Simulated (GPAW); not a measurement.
A calculation with GPAW 26.7.0 of BeTe (native input, Cartesian positions):

File run.py:

```python
from ase.io import read
from gpaw import PW
from gpaw.dft import DFT

atoms = read('BeTe.xyz')

dft = DFT(atoms,
          mode=PW(800),
          xc='PBE',
          kpts={'size': (9, 9, 9), 'gamma': True},
          occupations={'name': 'fermi-dirac', 'width': 0.05},
          nbands=11,
          convergence={'density': 1e-05, 'energy': 1e-05},
          maxiter=150,
          txt='gpaw.txt')
print(f'Energy: {dft.calculate_energy():.6f} eV')
print('Forces (eV/A):')
print(dft.calculate_forces().round(4))
print('Stress (eV/A^3):', dft.calculate_stress().round(6))
dft.write_gpw_file('gs.gpw')
```

File BeTe.xyz:

```xyz
2
Lattice="0.0000000000 2.6803100000 2.6803100000 2.6803100000 0.0000000000 2.6803100000 2.6803100000 2.6803100000 0.0000000000" Properties=species:S:1:pos:R:3 pbc="T T T"
Be     2.6803100000      2.6803100000      2.6803100000
Te     0.0000000000      0.0000000000      0.0000000000
```

Potentials or basis: GPAW PAW data sets (gpaw-data 1.2.1), pw.

The run is started by

```bash
$ OMP_NUM_THREADS=1 python run.py
```

The cell was built by a generator and needn't be a form met in nature.

Problem. Write the same calculation in another form: ASE script, structure typed inline.

Solution. As run:

Contents of run.py:

```python
from ase import Atoms
from ase.dft.bandgap import bandgap
from ase.io import write
from ase.units import Bohr, GPa
from gpaw import GPAW, PW
from gpaw.elf import elf_from_dft_calculation

atoms = Atoms(['Be', 'Te'],
              cell=[[0.0, 2.68031, 2.68031],
                    [2.68031, 0.0, 2.68031],
                    [2.68031, 2.68031, 0.0]],
              scaled_positions=[[0.5, 0.5, 0.5],
                                [0.0, 0.0, 0.0]],
              pbc=True)

calc = GPAW(mode=PW(800),
            xc='PBE',
            kpts={'size': (9, 9, 9), 'gamma': True},
            occupations={'name': 'fermi-dirac', 'width': 0.05},
            nbands=11,
            convergence={'density': 1e-05, 'energy': 1e-05},
            maxiter=150,
            txt='gpaw.txt')
atoms.calc = calc
energy = atoms.get_potential_energy()
forces = atoms.get_forces()
stress = atoms.get_stress()
calc.write('gs.gpw')
write('result.traj', atoms)
print(f'Energy: {energy:.6f} eV')
print('Forces (eV/A):')
print(forces.round(4))
print('Stress (GPa):', (stress / GPa).round(3))
print('Fermi level:', round(calc.get_fermi_level(), 4), 'eV')
print(f'Gap: {bandgap(calc)[0]:.4f} eV, direct: {bandgap(calc, direct=True)[0]:.4f} eV')

# fields on the real-space grid
write('density.cube', atoms, data=calc.get_pseudo_density() * Bohr**3)
write('potential.cube', atoms, data=calc.get_electrostatic_potential())
write('elf.cube', atoms, data=elf_from_dft_calculation(calc).data)
```

Potentials or basis: GPAW PAW data sets (gpaw-data 1.2.1), pw.

Command:

```sh
$ OMP_NUM_THREADS=1 python run.py
```

Both were run:

|  | native input, Cartesian positions | ASE script, structure typed inline |
| --- | --- | --- |
| Pressure | -0.2 GPa | -0.2 GPa |
| Band gap on the k mesh | none (metal or under the smearing width) | none (metal or under the smearing width) |

Keys that steer only the numerical path or the files written may differ.
